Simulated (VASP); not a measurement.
The system is O.

```
CELL_PARAMETERS angstrom
4.04418 0.00000 0.00000
0.00000 4.04418 0.00000
0.00000 0.00000 8.78327
ATOMIC_POSITIONS crystal
O 0.05592 0.13597 0.21933
O 0.94408 0.86403 0.71933
O 0.36403 0.55592 0.46933
O 0.63597 0.44408 0.96933
O 0.13597 0.05592 0.78067
O 0.86403 0.94408 0.28067
O 0.44408 0.63597 0.03067
O 0.55592 0.36403 0.53067
```

| Property | Result |
| --- | --- |
| Program | VASP 6.6.1 |
| Task | single point |
| Functional | PBE |
| Potentials or basis | VASP PAW PBE potentials, release 64 (O) |
| Cutoff | 520 eV |
| k mesh | 7 × 7 × 3 |
| Occupations | fermi-dirac, width 0.05 eV |
| Spin | no spin polarisation |

On this cell: pressure -0.4 GPa; largest force 0.813 eV/Å; band gap on the k mesh none (metal or under the smearing width).

The same run follows on a disturbed copy (atoms moved at random, drawn with an rms of 0.05 Å):

```
CELL_PARAMETERS angstrom
4.04418 0.00000 0.00000
0.00000 4.04418 0.00000
0.00000 0.00000 8.78327
ATOMIC_POSITIONS crystal
O 0.04945 0.14779 0.21560
O 0.93418 0.85985 0.72099
O 0.36283 0.55042 0.46892
O 0.64231 0.45153 0.97207
O 0.13215 0.05792 0.78227
O 0.86156 0.94859 0.28523
O 0.44865 0.64082 0.02426
O 0.54264 0.36177 0.52892
```

Task: What does the disturbed cell give?

Result: The energy (extrapolated to zero smearing) moves by +22.7 meV/atom; pressure 0.3 GPa; largest force 4.211 eV/Å; band gap on the k mesh none (metal or under the smearing width).

Forces in eV/Å, atoms in the order of the input:
```
O   -0.940 -0.835  0.766
O    0.596  0.499  0.462
O   -2.650  2.696 -1.830
O    2.308 -2.155 -1.233
O   -0.470 -0.617 -0.461
O    0.811  0.981 -0.741
O   -2.227  2.242  1.242
O    2.571 -2.811  1.795
```

Stress tensor (GPa, compression positive):
```
 1.16 -5.34  0.60
-5.34  1.06 -0.12
 0.60 -0.12 -1.31
```

Caveats: the standard files for N, O and F lose accuracy on very short bonds; spin is off for a triplet molecule.
